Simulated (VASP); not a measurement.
# SnTe (R3m) in VASP: single point with PBE

Aim: the single point of SnTe with PBE.

Program: VASP 6.6.1. These are calculated values, not measurements. Logs are shortened: lines on timing, memory, paths and dates and some standing lists are left out, and cuts for length are marked.

### 1 Starting point

Symmetry: R3m, No. 160, trigonal system. Conventional cell: a = 4.448 Å, b = 4.448 Å, c = 10.895 Å, α = 90.00°, β = 90.00°, γ = 120.00°. Sn (site symmetry 3m) has 6 Te at 3.11 to 3.18 Å as nearest neighbours. Te (site symmetry 3m) has 6 Sn at 3.11 to 3.18 Å as nearest neighbours.

The cell was built by a generator and needn't be a form met in nature.

### 2 Single point, PBE

INCAR

```
  PREC = Accurate
  ENCUT = 520
  EDIFF = 1E-6
  ISMEAR = 0
  SIGMA = 0.01
  LREAL = False
  LASPH = True
  NELM = 80
  ALGO = Fast
  ISIF = 2
  LWAVE = False
  LCHARG = True
  GGA = PE
  LELF = True
  LVHAR = True
  NBANDS = 17
```

KPOINTS

```
regular mesh
0
Gamma
  16 16 16
```

POSCAR

```
SnTe
1.0
    0.0000000000      3.1450000000      3.1450000000
    3.1450000000      0.0000000000      3.1450000000
    3.1450000000      3.1450000000      0.0000000000
Sn Te
1 1
Direct
    0.0055073158      0.0055073158      0.0055073158
    0.5000000000      0.5000000000      0.5000000000
```

Potentials or basis: VASP PAW PBE potentials, release 64 (Sn_d, Te).

Launch:

```console
> cat potpaw_PBE.64/Sn_d/POTCAR potpaw_PBE.64/Te/POTCAR > POTCAR
> mpirun -np 1 vasp_std > vasp.out
```

OUTCAR:

```text
PREC = Accurate
   ENCUT = 520
   EDIFF = 1E-6
   ISMEAR = 0
   LREAL = False
   LASPH = True
   NELM = 80
   ISIF = 2
   GGA = PE

 ion  position               nearest neighbor table
   1  0.006  0.006  0.006-   2 3.11   2 3.11   2 3.11   2 3.18   2 3.18   2 3.18
   2  0.500  0.500  0.500-   1 3.11   1 3.11   1 3.11   1 3.18   1 3.18   1 3.18

  LATTYP: Found a face centered cubic cell.
 ALAT       =     6.2900000000

  Lattice vectors:

 A1 = (   0.0000000000,   3.1450000000,   3.1450000000)
 A2 = (   3.1450000000,   0.0000000000,   3.1450000000)
 A3 = (   3.1450000000,   3.1450000000,   0.0000000000)

Analysis of symmetry for initial positions (statically):
=====================================================================
 Subroutine PRICEL returns:
 Original cell was already a primitive cell.

 Routine SETGRP: Setting up the symmetry group for a
 face centered cubic supercell.

 Subroutine GETGRP returns: Found  6 space group operations
 (whereof  6 operations were pure point group operations)
 out of a pool of 48 trial point group operations.

The static configuration has the point symmetry C_3v.

Analysis of symmetry for dynamics (positions and initial velocities):
=====================================================================
 Subroutine PRICEL returns:
 Original cell was already a primitive cell.

 Routine SETGRP: Setting up the symmetry group for a
 face centered cubic supercell.

 Subroutine GETGRP returns: Found  6 space group operations
 (whereof  6 operations were pure point group operations)
 out of a pool of 48 trial point group operations.

The dynamic configuration has the point symmetry C_3v.

 Subroutine INISYM returns: Found  6 space group operations
 (whereof  6 operations are pure point group operations),
 and found     1 'primitive' translations

----------------------------------------------------------------------------------------

                                     Primitive cell

  volume of cell :      62.2145

  direct lattice vectors                    reciprocal lattice vectors
     0.000000000  3.145000000  3.145000000    -0.158982512  0.158982512  0.158982512
     3.145000000  0.000000000  3.145000000     0.158982512 -0.158982512  0.158982512
     3.145000000  3.145000000  0.000000000     0.158982512  0.158982512 -0.158982512

  length of vectors
     4.447701654  4.447701654  4.447701654     0.275365788  0.275365788  0.275365788

  position of ions in fractional coordinates (direct lattice)
     0.005507316  0.005507316  0.005507316
     0.500000000  0.500000000  0.500000000

  ion indices of the primitive-cell ions
   primitive index   ion index
                 1           1
                 2           2

----------------------------------------------------------------------------------------

 KPOINTS: regular mesh

Automatic generation of k-mesh.
 Grid dimensions read from file:
 generate k-points for:   16   16   16

 Generating k-lattice:

  Cartesian coordinates                     Fractional coordinates (reciprocal lattice)
    -0.009936407  0.009936407  0.009936407     0.062500000  0.000000000  0.000000000
     0.009936407 -0.009936407  0.009936407     0.000000000  0.062500000  0.000000000
     0.009936407  0.009936407 -0.009936407     0.000000000  0.000000000  0.062500000

  Length of vectors
     0.017210362  0.017210362  0.017210362

  Shift w.r.t. Gamma in fractional coordinates (k-lattice)
     0.000000000  0.000000000  0.000000000

 Subroutine IBZKPT returns following result:
 ===========================================

 Found    417 irreducible k-points:

 Following reciprocal coordinates:
            Coordinates               Weight
  0.000000  0.000000  0.000000      1.000000
  0.062500  0.000000  0.000000      6.000000
  0.062500  0.062500  0.062500      2.000000
  0.125000  0.000000  0.000000      6.000000
  0.125000  0.125000  0.125000      2.000000
  0.187500  0.000000  0.000000      6.000000
[... 16 lines left out ...]
  0.062500  0.062500 -0.125000      6.000000
  0.187500  0.125000  0.187500      6.000000
 [... further k-points ...]
   k-points           NKPTS =    417   k-points in BZ     NKDIM =    417   number of bands    NBANDS=     17
   number of dos      NEDOS =    301   number of ions     NIONS =      2
   total plane-waves  NPLWV =  46656
   dimension x,y,z NGX =    36 NGY =   36 NGZ =   36
   dimension x,y,z NGXF=    72 NGYF=   72 NGZF=   72
   ions per type =               1   1
   NGX,Y,Z   is equivalent  to a cutoff of  13.46, 13.46, 13.46 a.u.
   NGXF,Y,Z  is equivalent  to a cutoff of  26.91, 26.91, 26.91 a.u.
 SYSTEM =  unknown system
   PREC   = accura    normal or accurate (medium, high low for compatibility)
   ISTART =      0    job   : 0-new  1-cont  2-samecut
   ICHARG =      2    charge: 1-file 2-atom 10-const
   ISPIN  =      1    spin polarized calculation?
   LNONCOLLINEAR =      F non collinear calculations
   LSORBIT =      F    spin-orbit coupling
   LASPH  =      T    aspherical Exc in radial PAW
   ENCUT  =  520.0 eV  38.22 Ry    6.18 a.u.   8.27  8.27  8.27*2*pi/ulx,y,z
   NELM   =     80;   NELMIN=  2; NELMDL= -5     # of ELM steps
   EDIFF  = 0.1E-05   stopping-criterion for ELM
   LREAL  =      F    real-space projection
   EDIFFG = 0.1E-04   stopping-criterion for IOM
   NSW    =      0    number of steps for IOM
   IBRION =     -1    ionic relax: 0-MD 1-quasi-New 2-CG
   NFREE  =      0    steps in history (QN), initial steepest desc. (CG)
   ISIF   =      2    stress and relaxation
   ISYM   =      2    0-nonsym 1-usesym 2-fastsym
   POTIM  = 0.5000    time-step for ionic-motion
   TEBEG  =    0.0;   TEEND  =   0.0 temperature during run
   PSTRESS=    0.0 pullay stress
   NELECT =      20.0000    total number of electrons
   NUPDOWN=      -1.0000    fix difference up-down
   EMIN   =  10.00;   EMAX   =-10.00  energy-range for DOS
   EFERMI =   0.00;   METHOD = LEGACY
   ISMEAR =     0;   SIGMA  =   0.01  broadening in eV -4-tet -1-fermi 0-gaus
   EFERMI_NEDOS =   21; number of points for ismear=-14 and -15
   IALGO  =     68    algorithm
   IMIX   =      4    mixing-type and parameters
     AMIX     =   0.40;   BMIX     =  1.00
     AMIX_MAG =   1.60;   BMIX_MAG =  1.00
  volume/ion in A,a.u.               =      31.11       209.92
  Fermi-wavevector in a.u.,A,eV,Ry     =   1.121470  2.119270 17.111967  1.257694
  Thomas-Fermi vector in A             =   2.258123
   LORBIT       =      0    0 simple, 1 ext, 2 COOP (PROOUT), +10 PAW based schemes
   GGA     = PE    functional components
   LHFCALC =     F    Hartree Fock is set to
   AEXX    =    0.0000 exact exchange contribution
   IVDW    =     0    specifies the selected vdW correction
   LEPSILON=     F    determine dielectric tensor
   LRPA    =     F    only Hartree local field effects (RPA)
 non-spin polarized calculation
 RMM-DIIS sequential band-by-band and
 Gauss-broadening in eV      SIGMA  =   0.01
  energy-cutoff  :      520.00
  volume of cell :       62.21
 maximum number of plane-waves:      1700
 NGX is ok and might be reduce to    36
   NGX = 17   NGY = 17   NGZ = 17

 number of electron      20.0000002 magnetization

 Free energy of the ion-electron system (eV)
  ---------------------------------------------------
  ext. energy  EPLUGINS =         0.00000000
  ---------------------------------------------------
  free energy    TOTEN  =        -7.53697318 eV

  energy without entropy =       -7.53697318  energy(sigma->0) =       -7.53697318

 E-fermi :   7.1215     XC(G=0):  -9.5173

 val. band max:        7.0265575148   @ k =   0.5000   0.0000   0.0000
 cond. band min:       7.1608665485   @ k =   0.5000   0.0000   0.0000
 fundamental gap:      0.1343090337
 Fermi energy:         7.1214772935

 k-point     1 :       0.0000    0.0000    0.0000
  band No.  band energies     occupation
      1     -14.8703      2.00000
      2     -14.8703      2.00000
      3     -14.8643      2.00000
      4     -14.8643      2.00000
      5     -14.8641      2.00000
      6      -5.8204      2.00000
[... 9 lines left out ...]
     16      11.8071      0.00000
     17      13.8727      0.00000

 k-point     2 :       0.0625    0.0000    0.0000
  band No.  band energies     occupation
      1     -14.8705      2.00000
      2     -14.8705      2.00000
      3     -14.8642      2.00000
      4     -14.8640      2.00000
      5     -14.8638      2.00000
      6      -5.7869      2.00000
[... 9 lines left out ...]
     16      11.8824      0.00000
     17      14.1607      0.00000

 k-point     3 :       0.0625    0.0625    0.0625
  band No.  band energies     occupation
      1     -14.8705      2.00000
      2     -14.8705      2.00000
      3     -14.8640      2.00000
      4     -14.8640      2.00000
      5     -14.8640      2.00000
      6      -5.7869      2.00000
[... 9 lines left out ...]
     16      11.8605      0.00000
     17      14.1505      0.00000

 k-point     4 :       0.1250    0.0000    0.0000
  band No.  band energies     occupation
      1     -14.8710      2.00000
      2     -14.8710      2.00000
      3     -14.8640      2.00000
      4     -14.8634      2.00000
      5     -14.8632      2.00000
      6      -5.6876      2.00000
[... 9 lines left out ...]
     16      12.1060      0.00000
     17      14.8747      0.00000
[... 343 lines left out ...]
      1     -14.8725      2.00000
      2     -14.8707      2.00000
      3     -14.8641      2.00000
      4     -14.8625      2.00000
      5     -14.8620      2.00000
      6      -5.5584      2.00000
[... 9 lines left out ...]
     16      12.6988      0.00000
     17      14.9987      0.00000

 k-point    23 :       0.0625    0.0625   -0.1250
  band No.  band energies     occupation
      1     -14.8726      2.00000
      2     -14.8706      2.00000
      3     -14.8642      2.00000
      4     -14.8623      2.00000
      5     -14.8622      2.00000
      6      -5.5582      2.00000
[... 9 lines left out ...]
     16      12.6933      0.00000
     17      15.0102      0.00000

 k-point    24 :       0.1875    0.1250    0.1875
  band No.  band energies     occupation
      1     -14.8726      2.00000
      2     -14.8707      2.00000
      3     -14.8640      2.00000
      4     -14.8624      2.00000
      5     -14.8621      2.00000
      6      -5.5588      2.00000
[... 9 lines left out ...]
     16      12.7012      0.00000
     17      15.0014      0.00000

 [... further k-points ...]

------------------------ aborting loop because EDIFF is reached ----------------------------------------

  FORCE on cell =-STRESS in cart. coord.  units (eV):
  Direction    XX          YY          ZZ          XY          YZ          ZX
  --------------------------------------------------------------------------------------
  -------------------------------------------------------------------------------------
  Total        1.0063882      1.0063882      1.0063882      0.0058888      0.0058888      0.0058888
  in kB       25.9169672     25.9169672     25.9169672      0.1516520      0.1516520      0.1516520
  external PRESSURE =      25.9169672 kB  Pullay stress =       0.0000000 kB

 VOLUME and BASIS-vectors are now :
 -----------------------------------------------------------------------------
  energy-cutoff  :      520.00
  volume of cell :       62.21
      direct lattice vectors                 reciprocal lattice vectors
     0.000000000  3.145000000  3.145000000    -0.158982512  0.158982512  0.158982512
     3.145000000  0.000000000  3.145000000     0.158982512 -0.158982512  0.158982512
     3.145000000  3.145000000  0.000000000     0.158982512  0.158982512 -0.158982512

 POSITION                                       TOTAL-FORCE (eV/Angst)
 -----------------------------------------------------------------------------------
      0.03464      0.03464      0.03464        -0.016311     -0.016311     -0.016311
      3.14500      3.14500      3.14500         0.016311      0.016311      0.016311
 -----------------------------------------------------------------------------------
    total drift:                                0.000295      0.000295      0.000295

  FREE ENERGIE OF THE ION-ELECTRON SYSTEM (eV)
  ---------------------------------------------------
  free  energy   TOTEN  =        -7.5369731831 eV

  energy  without entropy=       -7.5369731831  energy(sigma->0) =       -7.53697318
```

Wall time 2.9 min (1 thread of Intel Xeon 6975P-C (Granite Rapids), shared host); peak memory 0.56 GiB.

What came out:

```
Free energy            : -7.5370 eV
Pressure               : 2.6 GPa
Largest force          : 0.028 eV/Å
Band gap on the k mesh : 0.13 eV, direct
```

Forces on the atoms (eV/Å):
```
Sn  -0.016 -0.016 -0.016
Te   0.016  0.016  0.016
```

Levels at points of the mesh, in eV from the valence-band top:
| k point | band 8 | band 9 | band 10 | band 11 | band 12 | band 13 |
| --- | --- | --- | --- | --- | --- | --- |
| (0.00, 0.00, 0.00) | -2.16 | -2.16 | -2.15 | 3.33 | 3.36 | 3.36 |
| (0.50, 0.00, 0.00) | -1.84 | -1.83 | 0.00 | 0.13 | 0.38 | 0.38 |
| (0.50, 0.50, 0.50) | -1.83 | -1.83 | -0.08 | 0.21 | 0.37 | 0.37 |
| (0.50, 0.50, 0.00) | -5.60 | -3.77 | -3.76 | 2.14 | 4.96 | 4.97 |

Caveat: spin-orbit coupling is left out, which moves the levels of the heavy elements.
